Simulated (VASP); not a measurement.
# Li: molecular dynamics at constant energy

Li, Fm-3m (no. 225), 12 atoms in the cell. PBE, molecular dynamics; PAW potentials Li (PBE set).

Ensemble: NVE; Starting temperature (K): 1000.

## Input

INCAR:
```
  GGA = PE
  PREC = Normal
  ENCUT = 200
  EDIFF = 1E-6
  NELMIN = 4
  NELM = 60
  ALGO = Fast
  LREAL = Auto
  LASPH = True
  ISMEAR = -1
  SIGMA = 0.05
  ISYM = 0
  LWAVE = False
  LCHARG = False
  IBRION = 0
  NSW = 60
  POTIM = 1.0
  TEBEG = 1000
  ISIF = 2
  RANDOM_SEED = 964808 0 0
  MDALGO = 2
  SMASS = -3
  KPAR = 2
```

KPOINTS:
```
k-points
0
Gamma
  3 3 2
```

POSCAR:
```
Li
1.0
    0.0000000000      4.4040000000      4.4040000000
    4.4040000000      0.0000000000      4.4040000000
    6.6060000000      6.6060000000      0.0000000000
Li
12
Direct
    0.0000000000      0.0000000000      0.0000000000
    0.0000000000      0.0000000000      0.3333333333
    0.0000000000      0.0000000000      0.6666666667
    0.0000000000      0.5000000000      0.0000000000
    0.0000000000      0.5000000000      0.3333333333
    0.0000000000      0.5000000000      0.6666666667
    0.5000000000      0.0000000000      0.0000000000
    0.5000000000      0.0000000000      0.3333333333
    0.5000000000      0.0000000000      0.6666666667
    0.5000000000      0.5000000000      0.0000000000
    0.5000000000      0.5000000000      0.3333333333
    0.5000000000      0.5000000000      0.6666666667
```

Commands:
```
cat potpaw_PBE.64/Li/POTCAR > POTCAR
mpirun -np 2 vasp_std > vasp.out
```

## Result

- Rise of the mean potential energy above the start (meV/atom): 55.7
- Mean temperature (K): 530
- Standard error of the mean temperature (K): 109
- Relative fluctuation of the kinetic energy: 0.429
- Canonical value of that fluctuation: 0.246
- Electronic steps per ionic step after the first: 4.0

Course of the run:

| Time (fs) | Temperature (K) | Potential energy less the first (meV/atom) |
|---|---|---|
| 1 | 1000 | 0.0 |
| 6 | 954 | 5.4 |
| 10 | 858 | 16.9 |
| 15 | 686 | 37.2 |
| 19 | 535 | 55.1 |
| 24 | 373 | 74.3 |
| 28 | 294 | 83.7 |
| 33 | 273 | 86.2 |
| 37 | 308 | 82.1 |
| 42 | 381 | 73.4 |
| 46 | 438 | 66.6 |
| 51 | 485 | 61.0 |
| 55 | 496 | 59.7 |
| 60 | 479 | 61.8 |

The mean temperature lies below the starting 1000 K, since the atoms start on their sites and part of their kinetic energy turns into potential energy.

REPORT:
```
MDALGO =   2
               SCALING =       0
                 CNEXP =     9.000   14.000
           RANDOM_SEED =            964808                0                0

   original number of atomic DOF:         33
   number of independent constraints:      0
   number of active DOF:                  33

========================================
         MD step No.       1
========================================

  Atomic velocities initialized by STEP_tb

  >Energies
                    E_tot             E_pot             E_kin               EPS                ES
   e_b>   -0.21112166E+02   -0.22534035E+02    0.14218691E+01    0.00000000E+00    0.00000000E+00

  >Temperature
               T_sim     T_inst
   tmprt>   1000.000   1000.000

  >Thermostat:
           s(n+1) sdot(n+1)      s(n)   sdot(n)        Qs
   s_b>   0.00000   0.00000   0.00000   0.00000  -3.00000

           RANDOM_SEED =            964808               72                0

[... steps left out ...]

========================================
         MD step No.      60
========================================

  >Energies
                    E_tot             E_pot             E_kin               EPS                ES
   e_b>   -0.21111828E+02   -0.21792625E+02    0.68079799E+00    0.00000000E+00    0.00000000E+00

  >Temperature
               T_sim     T_inst
   tmprt>   1000.000    478.805

  >Thermostat:
           s(n+1) sdot(n+1)      s(n)   sdot(n)        Qs
   s_b>   0.00000   0.00000   0.00000   0.00000  -3.00000

           RANDOM_SEED =            964808               72                0
```

OSZICAR:
```
N       E                     dE             d eps       ncg     rms          rms(c)
DAV:   1    -0.150202467567E+02   -0.15020E+02   -0.16806E+03   260   0.267E+02
DAV:   2    -0.221825245507E+02   -0.71623E+01   -0.64425E+01   328   0.354E+01
DAV:   3    -0.225431671327E+02   -0.36064E+00   -0.34167E+00   340   0.736E+00
DAV:   4    -0.225493613928E+02   -0.61943E-02   -0.61878E-02   285   0.115E+00
DAV:   5    -0.225494683431E+02   -0.10695E-03   -0.10695E-03   340   0.146E-01    0.452E-01
RMM:   6    -0.225403195478E+02    0.91488E-02   -0.44923E-04   260   0.108E-01    0.297E-01
RMM:   7    -0.225342564879E+02    0.60631E-02   -0.13187E-03   260   0.206E-01    0.147E-02
RMM:   8    -0.225340407647E+02    0.21572E-03   -0.12594E-04   260   0.967E-02    0.301E-03
RMM:   9    -0.225340350032E+02    0.57615E-05   -0.22434E-05   254   0.328E-02    0.141E-03
RMM:  10    -0.225340353114E+02   -0.30827E-06   -0.20420E-06   168   0.100E-02
      1 T=  1000. E= -.21112166E+02 F= -.22534035E+02 E0= -.22496195E+02  EK= 0.14219E+01 SP= 0.00E+00 SK= 0.00E+00
       N       E                     dE             d eps       ncg     rms          rms(c)
[... left out ...]
     58 T=   490. E= -.21111844E+02 F= -.21808037E+02 E0= -.21779305E+02  EK= 0.69619E+00 SP= 0.00E+00 SK= 0.00E+00
     59 T=   485. E= -.21111834E+02 F= -.21801123E+02 E0= -.21772407E+02  EK= 0.68929E+00 SP= 0.00E+00 SK= 0.00E+00
[... last step whole ...]
       N       E                     dE             d eps       ncg     rms          rms(c)
DAV:   1    -0.217926253177E+02    0.84974E-02   -0.18516E-03   270   0.967E-02    0.151E-04
RMM:   2    -0.217926254745E+02   -0.15680E-06   -0.16110E-06   182   0.719E-03    0.110E-04
RMM:   3    -0.217926254969E+02   -0.22398E-07   -0.22807E-07   139   0.236E-03    0.868E-05
RMM:   4    -0.217926254994E+02   -0.25157E-08   -0.36680E-08    70   0.116E-03
     60 T=   479. E= -.21111828E+02 F= -.21792625E+02 E0= -.21763897E+02  EK= 0.68080E+00 SP= 0.00E+00 SK= 0.00E+00
```

Limits: 60 fs of 12 atoms are too short for converged averages; the cell is only 5.1 Å across, so each atom moves in step with near copies of itself.

VASP 6.6.1 took 112 s on 2 cores (AMD EPYC 7R13 (Zen 3)), a shared host.
